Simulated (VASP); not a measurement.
**Ge under changes of volume**

One of the cells (23.290 Å³/atom); the others are scaled copies at fixed shape and fractional positions:

```
Ge
1.0
     4.02406    0.00000    0.00000
    -2.01203    3.48494    0.00000
     0.00000    0.00000    6.64308
Ge
4
Direct
  0.33333 0.66667 0.93710
  0.66667 0.33333 0.43710
  0.33333 0.66667 0.56290
  0.66667 0.33333 0.06290
```

This isn't the form of Ge at room conditions, which is diamond.

```yaml
Program: VASP 6.6.1
Functional: PBE
Potentials_or_basis: VASP PAW PBE potentials, release 64 (Ge_d)
Cutoff: 520 eV
k_mesh: 8 × 8 × 4
Occupations: fermi-dirac, width 0.05 eV
Spin: no spin polarisation
```

```tsv
volume (Å³/atom)	energy over the lowest point (meV/atom)	pressure (GPa)	largest force (eV/Å)
21.463	54.58	8.0	0.032
21.920	34.42	6.1	0.023
22.377	?	?	?
23.290	2.66	1.5	0.010
23.747	0.00	0.3	0.001
24.203	0.69	-0.8	0.007
```

Problem. What does the run at 22.377 Å³/atom give?

Solution. Energy over the lowest point 19.46 meV/atom; pressure 4.4 GPa; largest force 0.015 eV/Å.

Worked out: A Birch-Murnaghan fit of order 3 (a polynomial in V^(-2/3)) to the other rows has its minimum at 23.88 Å³/atom with B0 = V·E''(V) = 59 GPa and B' = 4.7 at fixed shape and positions, which overstates the stiffness. It gives 19.40 meV/atom at 22.377 Å³/atom, against the run's 19.46, and -dE/dV = 4.4 GPa, against 4.4.

Energies are extrapolated to zero smearing.
